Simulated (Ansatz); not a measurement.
A: HgSe (zinc blende), a = b = c = 6.2600 Å, α = β = γ = 90.00°
B: Cs (bcc, W type), a = 6.1570 Å, b = 6.1570 Å, c = 6.1570 Å, α = 90.00°, β = 90.00°, γ = 90.00°
C: SrF₂ (fluorite), a = b = c = 5.8573 Å, α = β = γ = 90.00°

Scan: energy against volume (even scaling of the relaxed cell, symmetry kept). All come from one method, each on a k mesh of its own. All were relaxed with their symmetry unable to fall. At this level the bands of HgSe touch or barely overlap. Spin-orbit coupling is left out. The relaxed volume of HgSe is well above the measured one; the method has no dispersion term.

**Question.** Put the candidates in order of bulk modulus (fitted), lowest first, for PBE (plane waves to 420 eV, PAW, scalar-relativistic; Ansatz, a first-principles code).

**Answer.** B (2.0 GPa), A (42.5 GPa), C (64.6 GPa)

(A scan under strain: stresses follow from slopes of the energy per volume, elastic moduli from its curvatures.)
